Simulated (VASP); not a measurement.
## C: single point with rev-vdW-DF2

Crystal: C.

```xyz
4
Lattice="2.4610 0.0000 0.0000 -1.2305 2.1313 0.0000 0.0000 0.0000 6.9763" Properties=species:S:1:pos:R:3 pbc="T T T"
C     0.0000    0.0000    1.7441
C     0.0000    1.4209    1.7441
C     0.0000    0.0000    5.2322
C     1.2305    0.7104    5.2322
```

The cell was built by a generator and needn't be a form met in nature.

```
Program             : VASP 6.6.1
Task                : single point
Functional          : rev-vdW-DF2
Potentials or basis : VASP PAW PBE potentials, release 64 (C)
Cutoff              : 520 eV
k mesh              : 16 × 16 × 4
Occupations         : fermi-dirac, width 0.05 eV
Spin                : no spin polarisation
```

```json
{
  "Pressure": "1.1 GPa",
  "Band gap on the k mesh": "0.66 eV, direct"
}
```

Stress tensor (GPa, compression positive):
```
 2.39  0.00  0.00
 0.00  2.39  0.00
 0.00  0.00 -1.52
```

Levels at points of the mesh, in eV from the valence-band top:
```tsv
k point	band 4	band 5	band 6	band 7	band 8	band 9	band 10	band 11	band 12	band 13
(0.00, 0.00, 0.00)	-6.49	-2.79	-2.79	-2.78	-2.78	3.88	8.66	8.66	8.69	8.69
(0.50, 0.00, 0.00)	-12.89	-6.17	-6.13	-2.42	-1.85	1.75	2.37	7.65	7.96	11.04
(0.00, 0.00, 0.50)	-7.40	-2.78	-2.78	-2.78	-2.78	6.26	6.26	8.68	8.68	8.68
(0.50, 0.00, 0.50)	-12.93	-6.15	-6.15	-2.09	-2.09	1.91	1.91	7.80	7.80	12.34
```

It took 32 s on 1 thread of AMD EPYC 9R14 (Zen 4) (shared host), peak memory 0.28 GiB.

Caveat: the PAW data sets were made with another functional, which shifts forces and pressure a little. A k mesh can miss the band edges.
